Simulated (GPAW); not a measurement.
# Ge (Fd-3m) in GPAW: further runs

The runs below take Ge through phonons, band structure, equation of state, with PBEint, optPBE-vdW, vdW-DF, RPBE+D4.

Everything below comes from runs of GPAW 26.7.0. Logs are shortened: lines on timing, memory, paths and dates and some standing lists are left out, and cuts for length are marked. The log counts tension as positive stress, the text compression.

**Measured values to compare with.**

From “Electronic and optical properties of SixGe1-x-ySny alloys lattice-matched to Ge”, 2021, arxiv:2109.02782, for a bulk crystal of Ge at 300 K: band gap 0.807 eV (direct).

“Sub-monolayer structures of Ag overlayers on Ge(111): experimental observations and first-principles study”, 2019, arxiv:1908.00180 quotes, for a bulk crystal of Ge: bulk modulus 75.8 GPa.

The results are compared with them further down.

## (1) Starting point

The structure is cubic, space group Fd-3m (No. 227). The conventional cell has a = 5.658 Å, b = 5.658 Å, c = 5.658 Å, α = 90.00°, β = 90.00°, γ = 90.00°. Ge (site symmetry -43m) is surrounded by 4 Ge at 2.45 Å.

## (2) Phonons, PBEint

The input, run.py:

```python
import json
import numpy as np
from ase import Atoms
from ase.constraints import FixSymmetry
from ase.filters import FrechetCellFilter
from ase.io import read, write
from ase.optimize import BFGS
from phonopy import Phonopy
from phonopy.structure.atoms import PhonopyAtoms
from gpaw import GPAW, PW, setup_paths

setup_paths.insert(0, '.')

atoms = read('POSCAR')

calc = GPAW(mode=PW(280),
            xc='GGA_X_PBEINT+GGA_C_PBEINT',
            kpts={'size': (8, 8, 8), 'gamma': True},
            occupations={'name': 'fermi-dirac', 'width': 0.05},
            nbands=11,
            convergence={'density': 1e-06, 'eigenstates': 1e-09},
            eigensolver='rmm-diis',
            maxiter=50,
            txt='gpaw.txt')
atoms.calc = calc
atoms.set_constraint(FixSymmetry(atoms))
BFGS(FrechetCellFilter(atoms), trajectory='relax.traj', logfile='-').run(fmax=0.005, steps=40)
atoms.set_constraint()
energy = atoms.get_potential_energy()
forces = atoms.get_forces()
stress = atoms.get_stress()
calc.write('gs.gpw')
write('result.traj', atoms)
print('Cell:', atoms.cell.cellpar().round(4))
print(atoms.get_scaled_positions().round(5))

def force_constants(scale):
    unit = PhonopyAtoms(symbols=atoms.get_chemical_symbols(), cell=atoms.cell[:] * scale**(1 / 3),
                        scaled_positions=atoms.get_scaled_positions())
    ph = Phonopy(unit, supercell_matrix=np.diag([2, 2, 2]), primitive_matrix=np.eye(3), symprec=1e-4)
    ph.generate_displacements(distance=0.01)
    forces = []
    for i, sc in enumerate(ph.supercells_with_displacements):
        a = Atoms(sc.symbols, cell=sc.cell, scaled_positions=sc.scaled_positions, pbc=True)
        c = GPAW(mode=PW(280),
                 xc='GGA_X_PBEINT+GGA_C_PBEINT',
                 kpts={'size': (4, 4, 4), 'gamma': True},
                 occupations={'name': 'fermi-dirac', 'width': 0.05},
                 nbands=53,
                 convergence={'density': 1e-06, 'eigenstates': 1e-09},
                 eigensolver='rmm-diis',
                 maxiter=50,
                 txt=f'disp-{scale:.3f}-{i:02d}.txt')
        a.calc = c
        f = a.get_forces()
        forces.append(f - f.mean(axis=0))
        print(f'displacement {i}: drift', f.mean(axis=0).round(5), flush=True)
    ph.forces = forces
    ph.produce_force_constants()
    ph.symmetrize_force_constants()
    return ph

qpoints = [[0.0, 0.0, 0.0], [0.0, 0.0, 0.5], [0.0, 0.5, 0.0], [0.0, 0.5, 0.5], [0.5, 0.0, 0.0], [0.5, 0.0, 0.5], [0.5, 0.5, 0.0], [0.5, 0.5, 0.5]]
results = {}
for scale in [1.0]:
    ph = force_constants(scale)
    ph.run_qpoints(qpoints)
    nu = ph.qpoints.frequencies * 33.35641  # THz to cm^-1
    results[f'{scale:.3f}'] = nu.tolist()
    for qp, f in zip(qpoints, nu):
        print(scale, np.round(qp, 4), f.round(2))

path = atoms.cell.bandpath('GXWKGLUWLK,UX', npoints=60, eps=1e-4)
ph.run_qpoints(path.kpts)
results['path'] = (ph.qpoints.frequencies * 33.35641).tolist()
results['path_q'] = path.kpts.tolist()
x, ticks, names = path.get_linear_kpoint_axis()
results['axis'] = [x.tolist(), list(ticks), names]
ph.run_mesh([15, 15, 15], is_gamma_center=True)
ph.run_thermal_properties(temperatures=[0, 100, 200, 300, 500, 800], cutoff_frequency=0.05)
tp = ph.thermal_properties
results['thermal'] = [list(v) for v in (tp.temperatures, tp.free_energy, tp.entropy, tp.heat_capacity)]
for t, fv, s, cv in zip(*results['thermal']):
    print(f'{t:6.0f} K  F {fv:9.4f} kJ/mol  S {s:9.4f} J/K/mol  Cv {cv:9.4f} J/K/mol')
json.dump(results, open('phonons.json', 'w'))
```

The input, POSCAR:

```
Ge
1.0
    0.0000000000      2.8289100000      2.8289100000
    2.8289100000      0.0000000000      2.8289100000
    2.8289100000      2.8289100000      0.0000000000
Ge
2
Direct
    0.7500000000      0.7500000000      0.7500000000
    0.5000000000      0.5000000000      0.5000000000
```

Potentials or basis: PAW data sets generated in the run's folder for this functional, pw.

Run with:

```bash
$ gpaw-setup -f GGA_X_PBEINT+GGA_C_PBEINT Ge
$ OMP_NUM_THREADS=1 python run.py
```

gpaw.txt:

```text
__  _  _
 | _ |_)|_||  |
 |__||  | ||/\| - 26.7.0

Input parameters:
  mode=PW(ecut=280.0),
  convergence={'density': 1e-06, 'eigenstates': 1e-09},
  eigensolver=RMMDIIS(niter=1, diis_steps=1, max_buffer_mem=209715200, trial_step=None),
  kpts=MonkhorstPack(size=(8, 8, 8), gamma=True),
  maxiter=50,
  nbands=11,
  occupations=Occupations(name='fermi-dirac', width=0.05),
  xc=XC(name='GGA_X_PBEINT+GGA_C_PBEINT')

Diagonalizing LCAO Hamiltonian
Converting LCAO to pw mode

           Ge

       Ge

Atoms  # Å, Bohr magnetons
|   | symbol |        x |        y |        z |    initial magnetic moments |
|---|--------|----------|----------|----------|-----------------------------|
| 0 |     Ge | 4.243365 | 4.243365 | 4.243365 | ( 0.0000,  0.0000,  0.0000) |
| 1 |     Ge | 2.828910 | 2.828910 | 2.828910 | ( 0.0000,  0.0000,  0.0000) |

Unit cell  # Å
| periodic |        x |        y |        z |  lengths |    angles |
|----------|----------|----------|----------|----------|-----------|
|      yes | 0.000000 | 2.828910 | 2.828910 | 4.000683 | 60.000000 |
|      yes | 2.828910 | 0.000000 | 2.828910 | 4.000683 | 60.000000 |
|      yes | 2.828910 | 2.828910 | 0.000000 | 4.000683 | 60.000000 |

Number of symmetries: 24
Symmetry operations  # r_c * U_cc + t_c -> r_c
|    | kind |            matrix            |
|----|------|------------------------------|
|  0 |  E   |  1, 0, 0,  0, 1, 0,  0, 0, 1 |
|  1 |  σ   |  1, 0, 0,  0, 0, 1,  0, 1, 0 |
|  2 |  σ   |  1, 0,-1,  0, 1,-1,  0, 0,-1 |
|  3 |  C3  |  1, 0,-1,  0, 0,-1,  0, 1,-1 |
|  4 |  C3  |  1,-1, 0,  0,-1, 1,  0,-1, 0 |
|  5 |  σ   |  1,-1, 0,  0,-1, 0,  0,-1, 1 |
|  6 |  σ   |  0, 1, 0,  1, 0, 0,  0, 0, 1 |
|  7 |  C3  |  0, 1, 0,  0, 0, 1,  1, 0, 0 |
|  8 |  C2  |  0, 1,-1,  1, 0,-1,  0, 0,-1 |
|  9 |  S4  |  0, 1,-1,  0, 0,-1,  1, 0,-1 |
| 10 |  C3  |  0, 0, 1,  1, 0, 0,  0, 1, 0 |
| 11 |  σ   |  0, 0, 1,  0, 1, 0,  1, 0, 0 |
| 12 |  S4  |  0, 0,-1,  1, 0,-1,  0, 1,-1 |
| 13 |  C3  |  0, 0,-1,  0, 1,-1,  1, 0,-1 |
[... 110 lines left out ...]
convergence criteria:
- Maximum integral of absolute [dens]ity change: 1e-06 electrons / valence electron
- Maximum integral of absolute [eigenst]ate change: 1e-09 eV^2 / valence electron
- Maximum [total energy] change in last 3 cyles: 0.0005 eV / valence electron
maximum number of iterations: 50

SCF iterations
|iter     | |      energy | eigst |  dens |
|---------|-|-------------|-------|-------|
|iter:   1| |   -8.686006 | +0.58 |       |
|iter:   2| |   -9.537903 | -1.29 | -0.93 |
|iter:   3| |-3538707.727957 | +6.73 | -0.94 |
|iter:   4| |    8.920676 | +1.93 | +2.51 |
|iter:   5| |   -9.334252 | -0.07 | -1.05 |
|iter:   6| |   -9.504565 | -1.95 | -1.94 |
|iter:   7| |   -9.506912 | -3.28 | -2.67 |
|iter:   8| |   -9.506991c| -4.29 | -3.01 |
|iter:   9| |   -9.507000c| -5.36 | -3.64 |
|iter:  10| |   -9.507000c| -6.09 | -4.31 |
|iter:  11| |   -9.507000c| -6.93 | -4.93 |
|iter:  12| |   -9.507000c| -7.57 | -5.00 |
|iter:  13| |   -9.507000c| -8.40 | -5.51 |
|iter:  14| |   -9.507000c| -9.00c| -6.26c|
[... 18 lines left out ...]
Fermi level: 5.990
Eigenvalues  # (at kpt = [0.000, 0.000, 0.000])
| band index |      eig [eV] | occ [0-2] |
|------------|---------------|-----------|
|          0 |        -6.839 |     2.000 |
|          1 |         5.923 |     1.585 |
|          2 |         5.923 |     1.585 |
|          3 |         5.923 |     1.585 |
|          4 |         6.050 |     0.465 |
|          5 |         8.458 |     0.000 |
|          6 |         8.458 |     0.000 |
|          7 |         8.458 |     0.000 |
|          8 |        12.251 |     0.000 |
|          9 |        15.264 |     0.000 |
|         10 |        15.264 |     0.000 |

Gap: 0.127 eV
Transition (v -> c):
  (s=0, k=0, n=3, [0.00, 0.00, 0.00]) -> (s=0, k=0, n=4, [0.00, 0.00, 0.00])
No difference between direct/indirect transitions

Stress tensor  # eV/Ang^3
|         x |         y |         z |
|-----------|-----------|-----------|
| -0.010804 |  0.000000 | -0.000000 |
|  0.000000 | -0.010804 | -0.000000 |
| -0.000000 | -0.000000 | -0.010804 |

Forces  # eV/Ang
|        x |        y |       z |
|----------|----------|---------|
| -0.00000 | -0.00000 | 0.00000 |  # Ge   0
|  0.00000 |  0.00000 | 0.00000 |  # Ge   1

Interpolating wave functions to new cell

           Ge

       Ge

Atoms  # Å, Bohr magnetons
|   | symbol |        x |        y |        z |    initial magnetic moments |
|---|--------|----------|----------|----------|-----------------------------|
| 0 |     Ge | 4.250785 | 4.250785 | 4.250785 | ( 0.0000,  0.0000,  0.0000) |
| 1 |     Ge | 2.833857 | 2.833857 | 2.833857 | ( 0.0000,  0.0000,  0.0000) |
[... 173 lines left out ...]
Fermi level: 5.920
Eigenvalues  # (at kpt = [0.000, 0.000, 0.000])
| band index |      eig [eV] | occ [0-2] |
|------------|---------------|-----------|
|          0 |        -6.855 |     2.000 |
|          1 |         5.867 |     1.484 |
|          2 |         5.867 |     1.484 |
|          3 |         5.867 |     1.484 |
|          4 |         5.945 |     0.748 |
|          5 |         8.400 |     0.000 |
|          6 |         8.400 |     0.000 |
|          7 |         8.400 |     0.000 |
|          8 |        12.183 |     0.000 |
|          9 |        15.194 |     0.000 |
|         10 |        15.194 |     0.000 |

Gap: 0.078 eV
Transition (v -> c):
  (s=0, k=0, n=3, [0.00, 0.00, 0.00]) -> (s=0, k=0, n=4, [0.00, 0.00, 0.00])
No difference between direct/indirect transitions

Stress tensor  # eV/Ang^3
|         x |         y |         z |
|-----------|-----------|-----------|
| -0.008456 |  0.000000 | -0.000000 |
|  0.000000 | -0.008456 | -0.000000 |
| -0.000000 | -0.000000 | -0.008456 |

Forces  # eV/Ang
|        x |       y |        z |
|----------|---------|----------|
| -0.00000 | 0.00000 | -0.00000 |  # Ge   0
| -0.00000 | 0.00000 |  0.00000 |  # Ge   1

Interpolating wave functions to new cell

           Ge

       Ge

Atoms  # Å, Bohr magnetons
|   | symbol |        x |        y |        z |    initial magnetic moments |
|---|--------|----------|----------|----------|-----------------------------|
| 0 |     Ge | 4.278270 | 4.278270 | 4.278270 | ( 0.0000,  0.0000,  0.0000) |
| 1 |     Ge | 2.852180 | 2.852180 | 2.852180 | ( 0.0000,  0.0000,  0.0000) |
[... 142 lines left out ...]
SCF iterations
|iter     | |      energy | eigst |  dens |
|---------|-|-------------|-------|-------|
|iter:   1| |   -9.513394 |       |       |
|iter:   2| |   -9.521369 | -3.38 | -1.79 |
|iter:   3| |   -9.513377 | -2.46 | -1.81 |
|iter:   4| |   -9.513788 | -3.74 | -2.44 |
|iter:   5| |   -9.513799c| -4.36 | -2.79 |
|iter:   6| |   -9.513806c| -5.19 | -4.07 |
|iter:   7| |   -9.513807c| -5.91 | -4.29 |
|iter:   8| |   -9.513807c| -6.36 | -4.65 |
|iter:   9| |   -9.513807c| -7.51 | -4.93 |
|iter:  10| |   -9.513807c| -8.11 | -5.81 |
|iter:  11| |   -9.513807c| -8.97 | -6.08c|
|iter:  12| |   -9.513807c| -9.53c| -6.55c|

Converged in 12 steps
Energy contributions relative to reference atoms: (reference = -114115.008080)

Energy contributions:
  Kinetic:          21.701200
  Coulomb:         -19.522958
  Zero:             -0.067812
  External:          0.000000
  Xc:              -11.623804
  Entropy:          -0.000867
  Spinorbit:         0.000000
  ----------------------------
  Free energy:      -9.514241
  Extrapolated:     -9.513807

dipole moment: (3.720144, 3.720144, 3.720144)  # |e|*Ang

Fermi level: 5.671
Eigenvalues  # (at kpt = [0.000, 0.000, 0.000])
| band index |      eig [eV] | occ [0-2] |
|------------|---------------|-----------|
|          0 |        -6.913 |     2.000 |
|          1 |         5.565 |     1.783 |
|          2 |         5.663 |     1.077 |
|          3 |         5.663 |     1.077 |
|          4 |         5.663 |     1.077 |
|          5 |         8.188 |     0.000 |
|          6 |         8.188 |     0.000 |
|          7 |         8.188 |     0.000 |
|          8 |        11.936 |     0.000 |
|          9 |        14.943 |     0.000 |
|         10 |        14.943 |     0.000 |

No gap
No difference between direct/indirect transitions

Stress tensor  # eV/Ang^3
|         x |         y |         z |
|-----------|-----------|-----------|
| -0.000510 | -0.000000 |  0.000000 |
| -0.000000 | -0.000510 |  0.000000 |
|  0.000000 |  0.000000 | -0.000510 |

Forces  # eV/Ang
|        x |       y |        z |
|----------|---------|----------|
|  0.00000 | 0.00000 |  0.00000 |  # Ge   0
| -0.00000 | 0.00000 | -0.00000 |  # Ge   1

Interpolating wave functions to new cell

           Ge

       Ge

Atoms  # Å, Bohr magnetons
|   | symbol |        x |        y |        z |    initial magnetic moments |
|---|--------|----------|----------|----------|-----------------------------|
| 0 |     Ge | 4.280076 | 4.280076 | 4.280076 | ( 0.0000,  0.0000,  0.0000) |
| 1 |     Ge | 2.853384 | 2.853384 | 2.853384 | ( 0.0000,  0.0000,  0.0000) |
[... 172 lines left out ...]
Fermi level: 5.655
Eigenvalues  # (at kpt = [0.000, 0.000, 0.000])
| band index |      eig [eV] | occ [0-2] |
|------------|---------------|-----------|
|          0 |        -6.916 |     2.000 |
|          1 |         5.541 |     1.816 |
|          2 |         5.650 |     1.056 |
|          3 |         5.650 |     1.056 |
|          4 |         5.650 |     1.056 |
|          5 |         8.174 |     0.000 |
|          6 |         8.174 |     0.000 |
|          7 |         8.174 |     0.000 |
|          8 |        11.920 |     0.000 |
|          9 |        14.926 |     0.000 |
|         10 |        14.926 |     0.000 |

No gap
No difference between direct/indirect transitions

Stress tensor  # eV/Ang^3
|         x |         y |         z |
|-----------|-----------|-----------|
|  0.000010 | -0.000000 |  0.000000 |
| -0.000000 |  0.000010 | -0.000000 |
|  0.000000 | -0.000000 |  0.000010 |

Forces  # eV/Ang
|       x |        y |        z |
|---------|----------|----------|
| 0.00000 | -0.00000 | -0.00000 |  # Ge   0
| 0.00000 | -0.00000 | -0.00000 |  # Ge   1

# Writing to gs.gpw (mode='')
```

It took 80 s on 1 thread of Arm Neoverse V2, shared host; peak memory 0.34 GiB.

These settings aren't checked as converged: the numbers below hold their error.

What came out:

| Property | Result |
| --- | --- |
| Free energy | -9.5143 eV |
| Relaxed volume | 23.23 Å³/atom |
| Relaxed cell | a = 4.035 Å, b = 4.035 Å, c = 4.035 Å, α = 60.00°, β = 60.00°, γ = 60.00° |
| Space group after relaxing (to 0.05 Å) | Fd-3m (No. 227) |
| Pressure after relaxing | 0.0 GPa |
| Band gap on the k mesh | none (metal or under the smearing width) |
| Highest phonon frequency | 279 cm⁻¹ |

Caveat: the cutoff is short for stress and forces, so pressures can be off by a GPa or more; phonon bands are interpolated from a small supercell; this crystal is a semiconductor, whose small gap the functional closes, so the metal is an error of the method.

[end of part 1 of 2]
